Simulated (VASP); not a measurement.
# CdTe (F-43m) in VASP: notebook, part 2 of 2

VASP 6.6.1. The steps go on from the part before.

## 3. Single point, PBEsol

This run uses another cell than the first one, of 32.92 Å³/atom, 1.042 times its volume.

INCAR reads:

```
PREC = Accurate
ENCUT = 500
EDIFF = 1E-6
ISMEAR = -1
SIGMA = 0.08
LREAL = F
LASPH = T
NELM = 120
ALGO = Normal
ISIF = 2
LWAVE = F
LCHARG = F
GGA = PS
NBANDS = 16
GGA_COMPAT = F
```

KPOINTS reads:

```
regular mesh
0
Gamma
  10 10 10
```

POSCAR reads:

```
CdTe
1.0
    0.0000000000      3.2050000000      3.2050000000
    3.2050000000      0.0000000000      3.2050000000
    3.2050000000      3.2050000000      0.0000000000
Cd Te
1 1
Direct
    0.0000000000      0.0000000000      0.0000000000
    0.7500000000      0.7500000000      0.7500000000
```

Potentials or basis: VASP PAW PBE potentials, release 64 (Cd, Te).

Started as:

```bash
cat potpaw_PBE.64/Cd/POTCAR potpaw_PBE.64/Te/POTCAR > POTCAR
mpirun -np 1 vasp_std > vasp.out
```

OUTCAR:

```text
PREC = Accurate
   ENCUT = 500
   EDIFF = 1E-6
   ISMEAR = -1
   LREAL = F
   LASPH = T
   NELM = 120
   ISIF = 2
   GGA = PS

 ion  position               nearest neighbor table
   1  0.000  0.000  0.000-   2 2.78   2 2.78   2 2.78   2 2.78
   2  0.750  0.750  0.750-   1 2.78   1 2.78   1 2.78   1 2.78

  LATTYP: Found a face centered cubic cell.
 ALAT       =     6.4100000000

  Lattice vectors:

[... 189 lines left out ...]
      3      -5.8596      2.00000
      4      -5.8596      2.00000
      5      -5.5688      2.00000
      6      -5.5688      2.00000
[... 433 lines left out ...]
      3      -5.7215      2.00000
      4      -5.6615      2.00000
      5      -5.5435      2.00000
      6      -5.3070      2.00000
[... 8 lines left out ...]
     15      13.0914      0.00000
     16      14.2404      0.00000

 [... further k-points ...]
[... 5 lines left out ...]
  --------------------------------------------------------------------------------------
  -------------------------------------------------------------------------------------
  Total        0.7602929      0.7602929      0.7602929      0.0000000      0.0000000     -0.0000000
  in kB       18.5002421     18.5002421     18.5002421      0.0000000      0.0000000     -0.0000000
  external PRESSURE =      18.5002421 kB  Pullay stress =       0.0000000 kB

 VOLUME and BASIS-vectors are now :
 -----------------------------------------------------------------------------
  energy-cutoff  :      500.00
  volume of cell :       65.84
      direct lattice vectors                 reciprocal lattice vectors
     0.000000000  3.205000000  3.205000000    -0.156006240  0.156006240  0.156006240
     3.205000000  0.000000000  3.205000000     0.156006240 -0.156006240  0.156006240
     3.205000000  3.205000000  0.000000000     0.156006240  0.156006240 -0.156006240

 POSITION                                       TOTAL-FORCE (eV/Angst)
 -----------------------------------------------------------------------------------
      0.00000      0.00000      0.00000         0.000000      0.000000      0.000000
      4.80750      4.80750      4.80750        -0.000000     -0.000000     -0.000000
 -----------------------------------------------------------------------------------
    total drift:                               -0.000000     -0.000000     -0.000000

  FREE ENERGIE OF THE ION-ELECTRON SYSTEM (eV)
  ---------------------------------------------------
  free  energy   TOTEN  =        -5.4752345612 eV

  energy  without entropy=       -5.4751763374  energy(sigma->0) =       -5.47520545
```

OSZICAR:

```text
N       E                     dE             d eps       ncg     rms          rms(c)
DAV:   1     0.978718995665E+02    0.97872E+02   -0.81061E+03  1520   0.945E+02
DAV:   2    -0.231770759551E+01   -0.10019E+03   -0.95502E+02  1800   0.235E+02
DAV:   3    -0.569919895177E+01   -0.33815E+01   -0.33766E+01  1808   0.447E+01
DAV:   4    -0.573014750152E+01   -0.30949E-01   -0.30947E-01  2320   0.376E+00
DAV:   5    -0.573020813471E+01   -0.60633E-04   -0.60633E-04  1904   0.158E-01    0.587E+00
DAV:   6    -0.549429183610E+01    0.23592E+00   -0.43509E-01  1824   0.855E+00    0.482E+00
DAV:   7    -0.547612862087E+01    0.18163E-01   -0.10419E-01  1824   0.215E+00    0.190E+00
DAV:   8    -0.547522058238E+01    0.90804E-03   -0.10500E-02  1648   0.118E+00    0.500E-01
DAV:   9    -0.547519039542E+01    0.30187E-04   -0.73905E-04  1848   0.302E-01    0.123E-01
DAV:  10    -0.547521557014E+01   -0.25175E-04   -0.10294E-04  1872   0.929E-02    0.559E-02
DAV:  11    -0.547523688449E+01   -0.21314E-04   -0.46724E-05  1824   0.439E-02    0.415E-02
DAV:  12    -0.547523478611E+01    0.20984E-05   -0.41332E-06  1720   0.148E-02    0.210E-02
DAV:  13    -0.547523456122E+01    0.22490E-06   -0.62071E-07  1344   0.376E-03
   1 F= -.54752346E+01 E0= -.54752054E+01  d E =-.582239E-04
```

It took 18 s on 1 thread of Intel Xeon 6975P-C (Granite Rapids), shared host; peak memory 0.23 GiB.

What came out:

```
Free energy            : -5.4752 eV
Pressure               : 1.9 GPa
Band gap on the k mesh : 0.76 eV, direct
```

Levels at points of the mesh, in eV from the valence-band top:
```tsv
k point	band 5	band 6	band 7	band 8	band 9	band 10	band 11	band 12	band 13	band 14
(0.00, 0.00, 0.00)	-8.09	-8.09	0.00	0.00	0.00	0.76	4.52	4.52	4.52	7.34
(0.50, 0.00, 0.00)	-8.08	-7.71	-4.67	-0.83	-0.83	1.76	5.11	5.11	6.95	8.65
(0.50, 0.50, 0.00)	-8.05	-7.57	-4.51	-2.00	-2.00	2.41	2.59	8.91	9.24	9.24
```

Caveat: the PAW data sets were made with another functional, which shifts forces and pressure a little; spin-orbit coupling is left out, which moves the levels of the heavy elements.

## 4. Single point, LDA (functional lda, volume scaled by 1.04)

INCAR reads:

```
PREC = Accurate
ENCUT = 500
EDIFF = 1E-6
ISMEAR = -1
SIGMA = 0.08
LREAL = False
LASPH = True
NELM = 120
ALGO = Normal
ISIF = 2
LWAVE = False
LCHARG = False
GGA = CA
NBANDS = 16
GGA_COMPAT = False
```

KPOINTS is that of step 3.

POSCAR reads:

```
CdTe
1.0
    0.0000000000      3.2471758892      3.2471758892
    3.2471758892      0.0000000000      3.2471758892
    3.2471758892      3.2471758892      0.0000000000
Cd Te
1 1
Direct
    0.0000000000      0.0000000000      0.0000000000
    0.7500000000      0.7500000000      0.7500000000
```

Potentials or basis: VASP PAW LDA potentials, release 64 (Cd, Te).

Started as:

```bash
cat potpaw_LDA.64/Cd/POTCAR potpaw_LDA.64/Te/POTCAR > POTCAR
mpirun -np 1 vasp_std > vasp.out
```

It took 18 s on 1 thread of Intel Xeon 6975P-C (Granite Rapids), shared host; peak memory 0.2 GiB.

It converged, with:

* Free energy: -6.0416 eV
* Pressure: -1.4 GPa
* Band gap on the k mesh: 0.53 eV, direct

Levels at points of the mesh, in eV from the valence-band top:
```
           k point  band 7  band 8  band 9  band 10  band 11  band 12
(0.00, 0.00, 0.00)    0.00    0.00    0.00     0.53     4.51     4.51
(0.50, 0.00, 0.00)   -4.46   -0.78   -0.78     1.65     5.10     5.10
(0.50, 0.50, 0.00)   -4.35   -1.87   -1.87     2.46     2.55     8.60
```

Caveat: the cell differs from its parent crystal (functional lda, volume scaled by 1.04); spin-orbit coupling is left out, which moves the levels of the heavy elements.

## 5. Single point, r2SCAN

This run uses another cell than the first one, of 32.92 Å³/atom, 1.042 times its volume.

POSCAR reads:

```
CdTe
1.0
    0.0000000000      3.2050000000      3.2050000000
    3.2050000000      0.0000000000      3.2050000000
    3.2050000000      3.2050000000      0.0000000000
Cd Te
1 1
Direct
    0.0000000000      0.0000000000      0.0000000000
    0.7500000000      0.7500000000      0.7500000000
```

INCAR.step1 reads:

```
SYSTEM = CdTe
  PREC = Accurate
  ENCUT = 550
  ISMEAR = -1
  SIGMA = 0.08
  LREAL = .FALSE.
  LASPH = .TRUE.
  NELM = 120
  NBANDS = 16
  GGA = PE
  ALGO = Normal
  EDIFF = 1E-5
  LWAVE = .TRUE.
  LCHARG = .FALSE.
  GGA_COMPAT = .FALSE.
```

INCAR.step2 reads:

```
SYSTEM = CdTe
  PREC = Accurate
  ENCUT = 550
  EDIFF = 1E-6
  ISMEAR = -1
  SIGMA = 0.08
  LREAL = .FALSE.
  LASPH = .TRUE.
  NELM = 120
  ALGO = Normal
  ISIF = 2
  LWAVE = .FALSE.
  LCHARG = .FALSE.
  METAGGA = R2SCAN
  LMIXTAU = .TRUE.
  NBANDS = 16
  ISTART = 1
  GGA_COMPAT = .FALSE.
```

KPOINTS reads:

```
regular mesh
0
G
  10 10 10
  0 0 0
```

Potentials or basis: VASP PAW PBE potentials, release 64 (Cd, Te).

Started as:

```bash
cat potpaw_PBE.64/Cd/POTCAR potpaw_PBE.64/Te/POTCAR > POTCAR
cp INCAR.step1 INCAR
mpirun -np 1 vasp_std > vasp.out
cp INCAR.step2 INCAR
mpirun -np 1 vasp_std > vasp.out
```

Wall time 72 s (1 thread of Intel Xeon 6975P-C (Granite Rapids), shared host); peak memory 0.25 GiB.

It converged, with:

* Free energy: -46.5983 eV
* Pressure: 3.4 GPa
* Band gap on the k mesh: 1.38 eV, direct

Levels at points of the mesh, in eV from the valence-band top:
| k point | band 5 | band 6 | band 7 | band 8 | band 9 | band 10 | band 11 | band 12 | band 13 | band 14 |
| --- | --- | --- | --- | --- | --- | --- | --- | --- | --- | --- |
| (0.00, 0.00, 0.00) | -8.37 | -8.37 | 0.00 | 0.00 | 0.00 | 1.38 | 5.00 | 5.00 | 5.00 | 8.00 |
| (0.50, 0.00, 0.00) | -8.36 | -7.97 | -4.70 | -0.84 | -0.84 | 2.27 | 5.57 | 5.57 | 7.45 | 9.39 |
| (0.50, 0.50, 0.00) | -8.33 | -7.80 | -4.53 | -2.03 | -2.03 | 2.81 | 2.97 | 9.67 | 9.99 | 9.99 |

Caveat: the PAW data sets were made with another functional, which shifts forces and pressure a little; spin-orbit coupling is left out, which moves the levels of the heavy elements. r2SCAN opens gaps a little over a GGA but as a rule still falls short of measured ones.

## 6. Single point, r2SCAN (functional r2scan, volume scaled by 1.04)

POSCAR reads:

```
CdTe
1.0
    0.0000000000      3.2471758892      3.2471758892
    3.2471758892      0.0000000000      3.2471758892
    3.2471758892      3.2471758892      0.0000000000
Cd Te
1 1
Direct
    0.0000000000      0.0000000000      0.0000000000
    0.7500000000      0.7500000000      0.7500000000
```

INCAR.step1 reads:

```
SYSTEM = CdTe
ALGO     = Normal         ! electronic algorithm
EDIFF    = 1E-5           ! SCF threshold, eV
ENCUT    = 550            ! plane-wave cutoff, eV
GGA      = PE             ! functional
GGA_COMPAT= .FALSE.      
ISMEAR   = -1             ! smearing method
LASPH    = .TRUE.         ! aspherical terms in the spheres
LCHARG   = .FALSE.        ! write CHGCAR
LREAL    = .FALSE.        ! projectors in reciprocal space
LWAVE    = .TRUE.         ! write WAVECAR
NBANDS   = 16             ! bands
NELM     = 120            ! most SCF steps
PREC     = Accurate       ! precision mode
SIGMA    = 0.08           ! smearing width, eV
```

INCAR.step2 reads:

```
SYSTEM = CdTe
ALGO     = Normal         ! electronic algorithm
EDIFF    = 1E-6           ! SCF threshold, eV
ENCUT    = 550            ! plane-wave cutoff, eV
GGA_COMPAT= .FALSE.      
ISIF     = 2              ! what is computed and relaxed
ISMEAR   = -1             ! smearing method
ISTART   = 1            
LASPH    = .TRUE.         ! aspherical terms in the spheres
LCHARG   = .FALSE.        ! write CHGCAR
LMIXTAU  = .TRUE.       
LREAL    = .FALSE.        ! projectors in reciprocal space
LWAVE    = .FALSE.        ! write WAVECAR
METAGGA  = R2SCAN         ! meta-GGA
NBANDS   = 16             ! bands
NELM     = 120            ! most SCF steps
PREC     = Accurate       ! precision mode
SIGMA    = 0.08           ! smearing width, eV
```

KPOINTS reads:

```
k-points
0
G
  10 10 10
  0 0 0
```

Potentials or basis: VASP PAW PBE potentials, release 64 (Cd, Te).

Started as:

```bash
cat potpaw_PBE.64/Cd/POTCAR potpaw_PBE.64/Te/POTCAR > POTCAR
cp INCAR.step1 INCAR
mpirun -np 1 vasp_std > vasp.out
cp INCAR.step2 INCAR
mpirun -np 1 vasp_std > vasp.out
```

Run time: 70 s. Hardware: 1 thread of Intel Xeon 6975P-C (Granite Rapids), shared host; peak memory 0.25 GiB.

It converged, with:

```
Free energy            : -46.6367 eV
Pressure               : 1.4 GPa
Band gap on the k mesh : 1.25 eV, direct
```

Levels at points of the mesh, in eV from the valence-band top:
```csv
k point,band 5,band 6,band 7,band 8,band 9,band 10,band 11,band 12,band 13,band 14
"(0.00, 0.00, 0.00)",-8.26,-8.26,0.00,0.00,0.00,1.25,5.04,5.04,5.04,7.93
"(0.50, 0.00, 0.00)",-8.25,-7.89,-4.46,-0.78,-0.78,2.23,5.59,5.59,7.42,9.21
"(0.50, 0.50, 0.00)",-8.23,-7.74,-4.32,-1.89,-1.89,2.89,2.99,9.43,9.79,9.79
```

Caveat: the cell differs from its parent crystal (functional r2scan, volume scaled by 1.04); the PAW data sets were made with another functional, which shifts forces and pressure a little; spin-orbit coupling is left out, which moves the levels of the heavy elements.

## 7. Overview

| level | potentials or basis | cell | cutoff (eV) | gap on the mesh (eV) | pressure (GPa) |
| --- | --- | --- | --- | --- | --- |
| PBEsol | VASP PAW PBE potentials, release 64 (Cd, Te) | a = 4.471 Å, angles 60.0°, 2 atoms | 500 | 0.89 | 4.1 |
| PBEsol | VASP PAW PBE potentials, release 64 (Cd, Te) | a = 4.533 Å, angles 60.0°, 2 atoms | 500 | 0.76 | 1.9 |
| LDA | VASP PAW LDA potentials, release 64 (Cd, Te) | a = 4.592 Å, angles 60.0°, 2 atoms | 500 | 0.53 | -1.4 |
| r2SCAN | VASP PAW PBE potentials, release 64 (Cd, Te) | a = 4.533 Å, angles 60.0°, 2 atoms | 550 | 1.38 | 3.4 |
| r2SCAN | VASP PAW PBE potentials, release 64 (Cd, Te) | a = 4.592 Å, angles 60.0°, 2 atoms | 550 | 1.25 | 1.4 |

Alike in all rows: task single point; no spin polarisation; k mesh 10 × 10 × 10; smearing fermi-dirac 0.08 eV.

Caveats: spin-orbit coupling is left out, which moves the levels of the heavy elements; the PAW data sets were made with another functional, which shifts forces and pressure a little (some runs).

Absolute energies hang on the potentials; compare differences alone.

## 8. Comparison with measurements

Step 3. A measured gap of CdTe is 1.607 eV (0 K; a printed reference work, data compilation); the calculated 0.76 eV misses it by -0.85 eV. Spin-orbit coupling on Cd, Te is left out. The value is that of PBEsol, without temperature or zero-point motion. Semilocal functionals fall short of measured gaps as a rule.
